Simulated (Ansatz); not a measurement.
Computed with DFT PBE, scalar-relativistic, plane waves, PAW in Ansatz. All cells share a 420 eV cutoff and Γ-centred k meshes spaced at most about 0.3 Å⁻¹ (about 0.25 or finer for metals, 2π included). No spin polarisation.

These are static total energies at zero pressure.

Compare these two cells of CdTe6, each relaxed at this level.

A.

```xyz
7
Lattice="10.0181 0.0000 0.0000 -5.0090 8.6759 0.0000 0.0000 0.0000 3.0397" Properties=species:S:1:pos:R:3 pbc="T T T"
Cd    0.0000    0.0000    1.5198
Te    6.4316    0.0000    0.0000
Te   -3.2158    5.5700    0.0000
Te    1.7932    3.1059    0.0000
Te    3.5864    0.0000    0.0000
Te   -1.7932    3.1059    0.0000
Te    3.2158    5.5700    0.0000
```

B.

```xyz
7
Lattice="2.2500 1.2990 12.6215 -2.2500 1.2990 12.6215 0.0000 -2.5981 12.6215" Properties=species:S:1:pos:R:3 pbc="T T T"
Cd    0.0000    0.0000    0.0000
Te    0.0000    0.0000   10.9852
Te    0.0000    0.0000   21.6645
Te    0.0000    0.0000    5.3372
Te    0.0000    0.0000   32.5273
Te    0.0000    0.0000   16.2000
Te    0.0000    0.0000   26.8793
```

**Question.** Which would you expect to be lower, and how large is the difference?

**Answer.** B is lower, by 191 meV/atom. A has space group P6/mmm (No. 191), 37.7 Å³/atom and no gap on its mesh; B has space group R-3m (No. 166), 31.6 Å³/atom and no gap. Counting Te atoms around Cd (those within 1.25 times the shortest such distance or 1.15 times the sum of covalent radii; the shortest distance is added where it is long for a bond), A has Cd 12 from 3.9 Å and B has Cd 6. A holds Te–Te pairs (shortest 2.85 Å); in B the shortest Te–Te distance is 3.14 Å, near bonding range too. The denser one is the lower, and pressure would at first widen the difference. In A, Cd has 2 Cd at 3.04 Å and 12 Te at 3.90 Å; around Te lie 1 Te at 2.85 Å, 2 Te at 3.04 Å, 2 Te at 3.59 Å and 2 Cd at 3.90 Å. In B, Cd has 6 Te at 3.07 Å; Te on its first site is surrounded by 3 Cd at 3.07 Å and 3 Te at 3.24 Å; Te on its second site has 6 Te at 3.14–3.24 Å; 1 more site not described. Both come from invented guesses.

These runs have no spin–orbit coupling, which can matter for Te. Cells relaxed within their symmetry can be saddle points.
